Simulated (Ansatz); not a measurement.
# Chromium, fcc under RPBE: ground state and equation of state

The plan for chromium in the fcc structure: relax it, solve it on a dense k-mesh, then scale the cell to 7 volumes from 88 to 112 % of the relaxed one and try a fit of the equation of state. The start is ferromagnetic. The k-meshes are 15×15×15 for the relaxation; 24×24×24 for the dense run; 17×17×17 for the volumes.

This is Cr in the fcc structure; at room conditions it is bcc.

Method: DFT RPBE, plane waves (420 eV) with PAW, scalar-relativistic; PBE-made PAW files, in Ansatz 0.2.0.

### Step 1. Starting point

The structure is cubic, space group Fm-3m (No. 225). Conventional cell: a = 3.633 Å, b = 3.633 Å, c = 3.633 Å, α = 90.00°, β = 90.00°, γ = 90.00°. Cr (site symmetry m-3m) has 12 Cr at 2.57 Å as nearest neighbours.

As a file:

```xyz
1
Lattice="0.0000 1.8167 1.8167 1.8167 0.0000 1.8167 1.8167 1.8167 0.0000" Properties=species:S:1:pos:R:3 pbc="T T T"
Cr    0.0000    0.0000    0.0000
```

The atoms start with moments of +1.5 μB.

### Step 2. Relaxing cell and atoms

The input, input.yaml:

```yaml
crystal:
  lattice:
    - [0.0, 1.8167431579, 1.8167431579]
    - [1.8167431579, 0.0, 1.8167431579]
    - [1.8167431579, 1.8167431579, 0.0]
  atoms:
    - { symbol: Cr, position: [0.0, 0.0, 0.0], spin: 1.5 }
hamiltonian:
  xc: rpbe
  pseudopotentials:
    kind: paw
    azcp:
      Cr: "pseudopotentials/Cr.paw.azcp"
basis:
  ecutwfc: 420
  fft_grid_basis: typed
kpoints:
  mp_grid: { grid: [15, 15, 15], shift: [0, 0, 0] }
magnetization:
  spin_polarized: true
scf:
  occupations: { method: fermi_dirac, width: 0.05 }
relax:
  max_steps: 60
  f_tol: 0.01
  cell: {}
```

After this run come: Single point on a dense mesh; At 88 % of the relaxed volume; At 92 % of the relaxed volume; At 96 % of the relaxed volume; At 100 % of the relaxed volume; At 104 % of the relaxed volume; At 108 % of the relaxed volume; At 112 % of the relaxed volume.

Q: Predict the outcome of this session. Wanted: space group; conventional cell; volume; shortest distance; gap on the mesh; magnetic state; relative to bcc, antiferromagnetic; V₀, B₀, B₀′.

The runs gave:

| quantity | value |
| --- | --- |
| space group (spins left aside) | Fm-3m (No. 225) |
| conventional cell | a = 3.648 Å |
| volume | 12.140 Å³/atom |
| shortest distance | 2.580 Å |
| gap on the mesh | none (levels filled in part) |
| magnetic state | non-magnetic |
| relative to bcc, antiferromagnetic | +423 meV/atom |
| V₀, B₀, B₀′ | 12.128 Å³/atom, 224 GPa, 4.2 |

What this shows: The relaxation enlarged the cell by 1.2 % in volume. It lies 423 meV/atom above the element's reference form at the same level (bcc, antiferromagnetic, from a run of its own); part of this is magnetic energy, as this run has no moments. The moments die out: the run ends non-magnetic. No gap shows: it is a metal or semimetal at this level. The fitted modulus is 224 GPa. Relaxation kept the symmetry; phonons were not checked.
